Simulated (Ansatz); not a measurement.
The system is FeSi2 (Linzhiite).

```
Fe Si
1.0
     2.68400    0.00000    0.00000
     0.00000    2.68400    0.00000
     0.00000    0.00000    5.12800
Fe Si
1 2
Direct
  0.00000 0.00000 0.00000
  0.50000 0.50000 0.73000
  0.50000 0.50000 0.27000
```

A run of Ansatz 0.2.0 on this cell left the log below. Logs are shortened: lines on timing, memory, paths and dates and some standing lists are left out, and cuts for length are marked.

```text
Warning: RAYON_NUM_THREADS=2 ignored (pool sized by the plan → 2); use --threads N
scf.n_extra_bands = 7 over 12 filled bands (N_el = 24.0): the run solves 19 bands
Engine: ansatz 0.2.0, aarch64-unknown-linux-gnu
Pseudopotentials: kind: paw
Pseudopotential: Fe, paw, valence charge 16, recommended cutoff 420 eV (normal), Fe.paw.azcp
Pseudopotential: Si, paw, valence charge 4, recommended cutoff 420 eV (normal), Si.paw.azcp
Functional definition: BLYP
  parameter beta = 0.0042
  parameter a = 0.04918
  parameter b = 0.132
  parameter c = 0.2533
  parameter d = 0.349
  exchange = b88_x(beta = beta)
  correlation = lyp_c(a = a, b = b, c = c, d = d)
Crystal: 3 atoms, lattice volume = 36.941 Å³
Basis set: ecut = 420 eV, 741 PW (Γ), exchange–correlation on 36×36×72 points (8 copies of the dense FFT grid, shifted against one another)
Bands: 19, of which v1, the nominal top of the filled ones, is band 12 counted from 1 (11 counted from 0)
Symmetry: 16 space group operations
Space group: P4/mmm (ITA 123), of the structure as read, at distance tolerance 3.3e-5 Å
Magnetic group: BNS 123.339 (UNI 999), of the structure as read, at distance tolerance 3.3e-5 Å
k-points: 63 of 500
Non-local potential: Fe, projectors of the file, l = 0: 3, l = 1: 2, l = 2: 3, l = 3: 1
Non-local potential: Si, projectors of the file, l = 0: 2, l = 1: 2, l = 2: 2
PAW form: soft (Blöchl's): semilocal exchange-correlation on the pseudo side does not see the compensation charge
PAW frozen core: Fe, regenerated for the run's functional, and the local potential with it (the file was generated under x = pbe(κ = 0.804, μ = 0.2195149727645171), c = pbe(β = 0.06672455060314922))
PAW frozen core: Si, regenerated for the run's functional, and the local potential with it (the file was generated under x = pbe(κ = 0.804, μ = 0.2195149727645171), c = pbe(β = 0.06672455060314922))
PAW one-centre angular grid: Fe, 590 points (default); XC on 64 Gauss nodes
PAW one-centre angular grid: Si, 110 points (default); XC on 64 Gauss nodes
Initial density: superposition of atomic densities (chi_scale 0.1, normalization cell)
Starting moments: Σ|m| = 3 μB on 1 of 3 sites
Initial wavefunctions: pseudopotential atomic-orbital guess
[... 16 lines left out ...]
SCF 1 converged in 13 iterations: F = -5767.282628 eV  dr2 = 9.07e-9
  greatest PAW one-centre occupation: 1.001 electrons in one spin orbital (limit 2), on the Fe atom at site 0 (counted from 0), in its partial waves of l = 1
the search or the solves at the SCF's close seem to have found levels that the self-consistency loop had missed (the run counts 1). By its estimate they hold under 1e-12 electrons; where the run keeps them, the occupations were computed again with them
NSCF: frozen V_eff on 129 k-points
SCF converged after 13 iterations
Magnetization: 0.0990 μB (12.0495 up, 11.9505 down)
Absolute magnetization: 0.1304 μB (∫|ρ↑−ρ↓|, with the PAW one-centre terms)
Spin contamination: 0.0013 ħ² per cell (⟨S²⟩ above its minimum at these occupations)
Per-site moments (μB) at R_I (Å): [(0.10616455192796949, 0.9690620106118083), (-0.0024078986826810557, 0.9690620106118083), (-0.0024078986826810127, 0.9690620106118083)]
Free energy (F): -5767.282628 eV
Harris-Foulkes:  -5767.282628 eV  (|F-HF|=8.66e-9)
Internal energy: -5767.273454 eV  (E = F + TS)
E sigma→0 (E₀):  -5767.278041 eV
Entropy (-TS):   -0.009173 eV (-3.058 meV/atom)
Fermi energy:    14.890685 eV
--- Per-component energies (eV) ---
  E_band       = -210.715383
  E_kinetic    = 449.363081
  E_local      = -3530.198054  (includes V_loc(G=0)·N_el)
  E_nonlocal   = 263.965960
  E_hartree    = 1577.159366
  E_xc         = -229.452614
  E_vxc        = -246.837402  (∫ρ·V_xc dr)
  E_paw        = -2410.046644  (= ΣΔE_a)
  E_vpaw       = -301.320960  (= ΣTr[D̂ρ^β])
  E_aug_tail   = 0.000811  (compensation charges beyond the density's cutoff)
  E_ewald      = -1888.104205
  E_core_change = 0.038845  (= ΣΔE_core)
  E_smearing   = -0.009173  (= −TS)
  E_closure    = -0.000000  (closes the sum)
  Σ components = -5767.282628   (vs F -5767.282628, Δ=0.00e0)
--- Forces (eV/Å), atoms counted from 1 ---
  atom   1  Fe    -0.00000000    -0.00000000     0.00000000
  atom   2  Si    -0.00000000     0.00000000    -0.61031187
  atom   3  Si    -0.00000000     0.00000000     0.61031187
  max |Σ_I F_I| component: 6.94e-18 eV/Å
--- Stress (GPa, compression-positive) ---
       12.871660       0.000000       0.000000
        0.000000      12.871660       0.000000
        0.000000       0.000000       7.600811
  P = ⅓ Tr σ = 11.1147 GPa (111.147 kbar)
--- Band table (eV; the first three rows and the last of 126) ---
  k-point 0 ↑: bands = ["-72.1275", "-38.3597", "-38.3597", "-38.1808", "0.9224", "5.6109", "6.9814", "11.2495", "13.1509", "13.2623", "13.2623", "14.0831", "19.3448", "19.3448", "21.2681", "22.0944", "22.8669", "22.9728", "24.2828"]
  k-point 1 ↑: bands = ["-72.1275", "-38.3597", "-38.3597", "-38.1808", "1.1438", "4.3496", "8.4660", "11.2554", "13.0534", "13.2471", "13.2471", "14.0833", "19.4038", "19.5930", "19.5930", "21.7188", "23.1667", "23.1667", "23.3818"]
  k-point 2 ↑: bands = ["-72.1275", "-38.3597", "-38.3597", "-38.1808", "1.7899", "2.9288", "10.3092", "11.2650", "12.6497", "13.2230", "13.2230", "14.0835", "17.5599", "20.2331", "20.2331", "21.3528", "21.8233", "21.8233", "23.7999"]
  k-point 62 ↓: bands = ["-71.9730", "-38.3323", "-38.3323", "-38.0706", "7.3184", "9.6044", "9.6044", "10.2277", "11.4846", "11.4846", "13.0837", "15.1837", "15.4998", "15.4998", "16.4463", "17.2180", "18.8054", "18.9177", "22.4716"]
```

What input gives this log?

Band structure with BLYP, collinear spin, ferromagnetic start. The files as run (others can give the same):

input.yaml
```yaml
crystal:
  lattice:
    - [2.684, 0.0, 0.0]
    - [0.0, 2.684, 0.0]
    - [0.0, 0.0, 5.128]
  atoms:
    - { symbol: Fe, position: [0.0, 0.0, 0.0], spin: 3.0 }
    - { symbol: Si, position: [0.5, 0.5, 0.73] }
    - { symbol: Si, position: [0.5, 0.5, 0.27] }
hamiltonian:
  xc: blyp
  pseudopotentials: { kind: paw }
magnetization:
  spin_polarized: true
kpoints:
  mp_grid: { grid: [10, 10, 5] }
  band_path:
    path:
      - [[0.0, 0.0, 0.0], [0.0, 0.5, 0.0], [0.5, 0.5, 0.0], [0.0, 0.0, 0.0], [0.0, 0.0, 0.5], [0.0, 0.5, 0.5], [0.5, 0.5, 0.5], [0.0, 0.0, 0.5]]
      - [[0.0, 0.5, 0.0], [0.0, 0.5, 0.5]]
      - [[0.5, 0.5, 0.0], [0.5, 0.5, 0.5]]
    npoints: 14
scf:
  occupations: { method: fermi_dirac, width: 0.05 }
  n_extra_bands: 7
output:
  forces: true
  stress: true
  eigenvalues: true
  fatbands: true
  write_density: true
  write_potential: true
  elf: true
  volumetric_format: npy
```

Potentials or basis: Ansatz PAW.
Command:
```console
$ ansatz run input.yaml --threads 2 --pin off --max-ram 5632MiB --backend cpu --events-out ev --progress --plain --runs-dir out
```

Caveat: the PAW data sets come from PBE, with cores solved anew for the run's functional, which leaves a small shift of forces and pressure; the starting moments weren't kept.
